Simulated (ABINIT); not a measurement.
The system is HfO2.

```
CELL_PARAMETERS angstrom
0.00000 2.55750 2.55750
2.55750 0.00000 2.55750
2.55750 2.55750 0.00000
ATOMIC_POSITIONS crystal
Hf 0.00000 0.00000 0.00000
O 0.75000 0.75000 0.75000
O 0.25000 0.25000 0.25000
```

Measurements of this composition are mostly on another form, of space group No. 14.

Base run:

* Program: ABINIT 10.8.3 (patched build)
* Functional: BLYP
* Potentials or basis: JTH PAW PBE v2.0
* Cutoff: 626 eV
* k mesh: 9 × 9 × 9
* Occupations: fermi-dirac, width 0.05 eV
* Spin: no spin polarisation

Its results: band gap on the k mesh 3.90 eV, indirect (least direct gap 4.01 eV); pressure 0.7 GPa.

Question: After a change of settings the same cell gave: band gap on the k mesh 3.79 eV, indirect (least direct gap 3.90 eV); pressure -3.2 GPa. Which change was it?
A. functional from BLYP to PBE; k mesh from 9 × 9 × 9 to 5 × 5 × 5
B. functional from BLYP to PBE; potentials or basis from JTH PAW PBE v2.0 to SG15 NC PBE v1.2; cutoff from 626 eV to 1143 eV; valence electrons from 24 to 38
C. functional from BLYP to PBEsol; k mesh from 9 × 9 × 9 to 12 × 12 × 12
D. functional from BLYP to revPBE

Answer: B.

Caveats: spin-orbit coupling is left out, which moves the levels of the heavy elements; the mesh misses the band edges, which the band path finds closer together; the PAW data sets were made with another functional, which shifts forces and pressure a little (some runs).
